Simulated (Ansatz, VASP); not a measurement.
Two plane-wave programs on KBr

File POSCAR:

```
KBr
1.0
    4.0351038917      0.0000000000      0.0000000000
    0.0000000000      4.0351038917      0.0000000000
    0.0000000000      0.0000000000      3.9627825946
K Br
1 1
Direct
    0.0000000000      0.0000000000      0.0000000000
    0.5000000000      0.5000000000      0.5000000000
```

INCAR.step1

```
PREC = Accurate ; ENCUT = 520
ISMEAR = 0 ; SIGMA = 0.01
LREAL = False ; LASPH = True
NELM = 80 ; NBANDS = 15
GGA = PE ; ALGO = Normal
EDIFF = 1E-4 ; LWAVE = True
LCHARG = False
```

File INCAR.step2:

```
PREC = Accurate ; ENCUT = 520
EDIFF = 1E-6 ; ISMEAR = 0
SIGMA = 0.01 ; LREAL = False
LASPH = True ; NELM = 80
ALGO = Normal ; ISIF = 2
LWAVE = False ; LCHARG = False
METAGGA = R2SCAN ; LMIXTAU = True
NBANDS = 15 ; ISTART = 1
```

Contents of KPOINTS:

```
Automatic mesh
0
Gamma
  6 6 6
```

Input for Ansatz:

```yaml
crystal:
  lattice:
    - [4.0351038917, 0.0, 0.0]
    - [0.0, 4.0351038917, 0.0]
    - [0.0, 0.0, 3.9627825946]
  atoms:
    - { symbol: K, position: [0.0, 0.0, 0.0] }
    - { symbol: Br, position: [0.5, 0.5, 0.5] }
kpoints:
  mp_grid: { grid: [6, 6, 6] }
  band_path:
    path: [[0.0, 0.0, 0.0], [0.0, 0.5, 0.0], [0.5, 0.5, 0.0], [0.5, 0.5, 0.5]]
    npoints: 1
hamiltonian:
  xc: r2scan
scf:
  occupations: { method: fixed }
  n_extra_bands: 4
output:
  forces: true
  stress: true
  eigenvalues: true
```

Change from the starting cell: epitaxial_xy strain +1.5%.

Alike in both runs: task single point; functional r2SCAN; k mesh 6 × 6 × 6; no spin polarisation.

|  | VASP | Ansatz |
| --- | --- | --- |
| version | VASP 6.6.1 | Ansatz 0.2.0 |
| potentials or method | VASP PAW PBE potentials, release 64 (K_sv, Br) | plane waves, PAW |
| plane-wave cutoff (eV) | 520 | 500 |
| occupations | gaussian, width 0.01 eV | fixed |
| valence electrons in the cell | 16 | 16 |

|  | VASP | Ansatz | Ansatz less VASP |
| --- | --- | --- | --- |
| gap on the k mesh at the Fermi level (eV) | 4.61 | 4.61 | -0.004 |
| pressure (GPa) | -0.5 | -0.5 | +0.01 |
| largest component of the traceless stress (GPa) | 0.47 | 0.47 | 0.000 |

Caveats: the PAW data sets were made with another functional, which shifts forces and pressure a little (VASP). A k mesh can miss the band edges.
